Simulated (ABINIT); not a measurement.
Here is an ABINIT 10.8.3 (patched build) calculation.

File run.abi:

```
# Datasets: ground state, then fixed potential
ndtset 2

# Pseudopotentials
pp_dirpath "./"
pseudos "Mn.GGA_PBE-JTH.xml, O.GGA_PBE-JTH.xml"

# Structure
acell 3*1.0
rprim
     6.3715895744     0.0000000000     0.0000000000
    -3.1857947872     5.5179584338     0.0000000000
     0.0000000000     0.0000000000    10.1771200442
ntypat 2
znucl 25 8
natom 4
typat 1 1 2 2
xcart
     3.1857947875     1.8393194778     5.2001012578
    -0.0000000003     3.6786389561     0.1115412357
     3.1857947875     1.8393194778     8.9097632851
    -0.0000000003     3.6786389561     3.8212032630

# Plane-wave basis
ecut 843.552974 eV
pawecutdg 53.0

# Exchange and correlation
ixc -497498
usekden 1
pawxcdev 0

# Bands and occupations
occopt 3
tsmear 0.05 eV

# Spin
nsppol 2
spinat
     0.0000000000     0.0000000000     4.0000000000
     0.0000000000     0.0000000000     4.0000000000
     0.0000000000     0.0000000000     0.0000000000
     0.0000000000     0.0000000000     0.0000000000

# SCF cycle
nstep 100

# Output
iomode 3
prtwf 0
prteig 0
prtebands 0
enunit 1
prtden1 1
prtkden1 1

# Dataset 1
kptopt1 1
ngkpt1 4 4 2
nshiftk1 1
shiftk1 0.0 0.0 0.0
nband1 28
tolvrs1 1.0e-7

# Dataset 2: bands along G-M-K-G-A-L-H-A
iscf2 -2
getden2 1
getkden2 1
nband2 34
nbdbuf2 4
tolwfr2 1.0e-11
kptopt2 -7
ndivsm2 6
prteig2 1
prtvol2 -3
kptbounds2
     0.0000000000     0.0000000000     0.0000000000
     0.5000000000     0.0000000000     0.0000000000
     0.3333333333     0.3333333333     0.0000000000
     0.0000000000     0.0000000000     0.0000000000
     0.0000000000     0.0000000000     0.5000000000
     0.5000000000     0.0000000000     0.5000000000
     0.3333333333     0.3333333333     0.5000000000
     0.0000000000     0.0000000000     0.5000000000
```

Potentials or basis: JTH PAW PBE v2.0.

Launch:

```console
$ mpirun --bind-to none -np 4 abinit run.abi > log 2>&1
```

(1) Predict the site moments.

(2) Estimate the pressure.

(3) Predict the band gap along the path.

## Answers

(1) Mn +4.37; O +0.19 μB.

(2) 3.6 GPa.

(3) 0.11 eV, direct.

Caveat: the k mesh is coarse (spacing up to 0.58 Å⁻¹), so the values aren't converged; the PAW data sets were made with another functional, which shifts forces and pressure a little; only a ferromagnetic start was run, and an antiferromagnetic order may lie lower in energy.
